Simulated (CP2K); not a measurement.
The system is SrO.

```
Sr O
1.0
     3.62930    0.00000    0.00000
     1.81465    3.14306    0.00000
     1.81465    1.04769    2.96331
Sr O
1 1
Direct
  0.50000 0.50000 0.50000
  0.00000 0.00000 0.00000
```

Program: CP2K 2026.2. Alike in all runs: no spin polarisation; cell as given; k mesh 9 × 9 × 9; smearing fermi-dirac 0.05 eV.

Order these runs on this cell by their band gap on the k mesh, lowest first.
A. level OLYP; potentials or basis POTENTIAL_UZH Sr GTH-PBE-q10, O GTH-PBE-q6; TZVP-MOLOPT-PBE-GTH basis; CUTOFF of the grids 900 Ry
B. level HLE16; potentials or basis GTH_POTENTIALS Sr GTH-PBE-q10, O GTH-PBE-q6; DZVP-MOLOPT-SR-GTH basis; CUTOFF of the grids 600 Ry; points a segment of the path (NPOINTS) 8; bands added on the path 2
C. level LDA; potentials or basis POTENTIAL_UZH Sr GTH-PBE-q10, O GTH-PBE-q6; TZVP-MOLOPT-PBE-GTH basis; CUTOFF of the grids 900 Ry

C (3.39 eV), A (3.78 eV), B (4.38 eV).

Caveats: the basis of atomic orbitals isn't converged, which shifts pressures, moduli and gaps; an odd mesh through Γ misses points on the zone boundary, where band edges often lie (some runs); the potentials were made for a functional far from this one (some runs).

Runs at the PBE level aren't shown here.
